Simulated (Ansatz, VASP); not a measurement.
**TaSi3 in VASP and in Ansatz**

```
CELL_PARAMETERS angstrom
0.00000 4.05086 4.05086
4.05086 0.00000 4.05086
4.05086 4.05086 0.00000
ATOMIC_POSITIONS crystal
Ta 0.50000 0.50000 0.50000
Ta 0.25000 0.25000 0.25000
Si 0.18305 0.81695 0.81695
Si 0.81695 0.18305 0.18305
Si 0.81695 0.18305 0.81695
Si 0.18305 0.81695 0.18305
Si 0.81695 0.81695 0.18305
Si 0.18305 0.18305 0.81695
```

Alike in both runs: task relaxation of cell and atoms; functional PBE; k mesh 4 × 4 × 4; occupations gaussian, width 0.1 eV; no spin polarisation.

```csv
,VASP,Ansatz
version,VASP 6.6.1,Ansatz 0.2.0
potentials or method,"VASP PAW PBE potentials, release 64 (Ta_pv, Si)","scalar-relativistic, plane waves, PAW"
plane-wave cutoff (eV),600,420
valence electrons in the cell,46,50
```

```csv
,VASP,Ansatz,Ansatz less VASP
"gap on the k mesh at the Fermi level, each at its own relaxed structure (eV)",none,none,-
relaxed volume (Å³/atom),18.25,18.26,+0.008
relaxed cell length with the largest relative difference (Å),5.911,5.911,+0.0008
energy change over the relaxation (meV/atom),-755,-764,-9.2
```

A gap of «none» marks a metal or a gap that the smearing closes. The two sets of potentials don't hold the same shells in valence.

Spin-orbit coupling is left out, which matters for the levels of Ta.
